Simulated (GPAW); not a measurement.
Set up this calculation in GPAW 26.7.0, as an ASE script.

- Task: single point
- Functional: LDA
- Potentials or basis: the program's PAW data sets (release 1.2.1) made for this functional
- Cutoff: 500 eV
- Basis: pw
- k mesh: 7 × 7 × 7
- Occupations: fermi-dirac, width 0.01 eV
- Spin: no spin polarisation
- Maxiter: 150

The structure of Si lies in POSCAR:

```
Si
1.0
    0.0000000000      2.7218511865      2.7218511865
    2.7218511865      0.0000000000      2.7218511865
    2.7218511865      2.7218511865      0.0000000000
Si
2
Direct
    0.5000000000      0.5000000000      0.5000000000
    0.7500000000      0.7500000000      0.7500000000
```

The input as run:

run.py

```python
from ase.dft.bandgap import bandgap
from ase.io import read, write
from ase.units import GPa
from gpaw import GPAW, PW

atoms = read('POSCAR')

calc = GPAW(mode=PW(500),
            xc='LDA',
            kpts={'size': (7, 7, 7), 'gamma': True},
            occupations={'name': 'fermi-dirac', 'width': 0.01},
            nbands=11,
            convergence={'density': 1e-05, 'energy': 1e-05},
            maxiter=150,
            txt='gpaw.txt')
atoms.calc = calc
energy = atoms.get_potential_energy()
forces = atoms.get_forces()
stress = atoms.get_stress()
calc.write('gs.gpw')
write('result.traj', atoms)
print(f'Energy: {energy:.6f} eV')
print('Forces (eV/A):')
print(forces.round(4))
print('Stress (GPa):', (stress / GPa).round(3))
print('Fermi level:', round(calc.get_fermi_level(), 4), 'eV')
print(f'Gap: {bandgap(calc)[0]:.4f} eV, direct: {bandgap(calc, direct=True)[0]:.4f} eV')
```

Potentials or basis: the program's PAW data sets (release 1.2.1) made for this functional, pw.

Run with:

```console
$ OMP_NUM_THREADS=1 python run.py
```

It gave:

```
Pressure               : -1.9 GPa
Band gap on the k mesh : 0.48 eV, indirect (least direct gap 2.52 eV)
```

Caveat: the cutoff is short for stress and forces, so pressures can be off by a GPa or more; an odd mesh through Γ misses points on the zone boundary, where band edges often lie.

Run time: 3.7 s on 1 thread of Intel(R) Xeon(R) 6975P-C (Granite Rapids) (shared host), peak memory 0.13 GiB.
